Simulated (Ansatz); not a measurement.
All cells: G0W0@PBE, plasmon-pole screening, hard PAW set made for 700 eV (Ansatz); response cutoff 200 eV, empty bands to 200 eV, primitive cells on a 4×4×4 mesh, the pole fitted at a frequency of each cell's own, no spin-orbit coupling. Band edges are those of the mesh. The mesh is coarse, the sums aren't at the basis limit and many cells are compressed or hypothetical, so the values aren't those of the ambient crystals.

(1) Which cell has the renormalisation factor Z of the valence edge equal to 0.80?
A.
```cif
data_structure
_symmetry_space_group_name_H-M 'P 1'
_symmetry_Int_Tables_number 1
_cell_length_a 3.8403
_cell_length_b 3.8403
_cell_length_c 3.8403
_cell_angle_alpha 60.000
_cell_angle_beta 60.000
_cell_angle_gamma 60.000
_cell_volume 40.05
loop_
_atom_site_label
_atom_site_type_symbol
_atom_site_fract_x
_atom_site_fract_y
_atom_site_fract_z
_atom_site_occupancy
Si1 Si 0.00000 0.00000 0.00000 1
Si2 Si 0.25000 0.25000 0.25000 1
```
B.
```
Si C
1.0
     0.00000    2.10370    2.10370
     2.10370    0.00000    2.10370
     2.10370    2.10370    0.00000
Si C
1 1
Cartesian
  0.0000 0.0000 0.0000
  1.0519 1.0519 1.0519
```
C.
```yaml
crystal:
  lattice:
    - [0.00000, 1.74665, 1.74665]
    - [1.74665, 0.00000, 1.74665]
    - [1.74665, 1.74665, 0.00000]
  atoms:
    - { symbol: B, position: [0.00000, 0.00000, 0.00000] }
    - { symbol: N, position: [0.25000, 0.25000, 0.25000] }
```

Answers

(1) B. The others: BN 0.83, Si 0.77.

Model cells at fixed atoms, which needn't be the relaxed known crystals. The mesh overscreens Si strongly, which shrinks the G0W0 correction.
